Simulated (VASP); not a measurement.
Input of a VASP 6.6.1 run:

The input INCAR:

```
PREC = Accurate ; ENCUT = 600
EDIFF = 1E-7 ; ISMEAR = 0
SIGMA = 0.1 ; LREAL = False
LASPH = True ; NELM = 100
ALGO = Fast ; ISIF = 3
LWAVE = False ; LCHARG = False
GGA = PE ; IBRION = 2
NSW = 80 ; EDIFFG = -0.004
```

The input KPOINTS:

```
regular mesh
0
Gamma
  15 15 14
```

The input POSCAR:

```
TiB2
1.0
    3.0292000000      0.0000000000      0.0000000000
   -1.5146000000      2.6233641500      0.0000000000
    0.0000000000      0.0000000000      3.2284000000
Ti B
1 2
Direct
    0.0000000000      0.0000000000      0.0000000000
    0.3333333300      0.6666666700      0.5000000000
    0.6666666700      0.3333333300      0.5000000000
```

Potentials or basis: VASP PAW PBE potentials, release 64 (Ti_sv, B).

The run is started by

```bash
$ cat potpaw_PBE.64/Ti_sv/POTCAR potpaw_PBE.64/B/POTCAR > POTCAR
$ mpirun -np 1 vasp_std > vasp.out
```

Question: Predict the space group after relaxing (to 0.05 Å).

Answer: P6/mmm (No. 191).

Question: What does it give for the band gap on the k mesh?

Answer: None (metal or under the smearing width).

Question: Estimate the relaxed volume.

Answer: 8.56 Å³/atom.

Question: Predict the relaxed cell.

Answer: a = 3.033 Å, b = 3.033 Å, c = 3.224 Å, α = 90.00°, β = 90.00°, γ = 120.00°.

Step by step:
| step | energy change (eV) | largest force (eV/Å) | pressure (GPa) | volume (Å³) |
| --- | --- | --- | --- | --- |
| 1 | 0.0000 | 0.0000 | 0.36 | 25.66 |
| 2 | -0.0001 | 0.0000 | -0.45 | 25.73 |
| 3 | -0.0001 | 0.0000 | -0.15 | 25.70 |
| 4 | -0.0002 | 0.0000 | 0.01 | 25.68 |
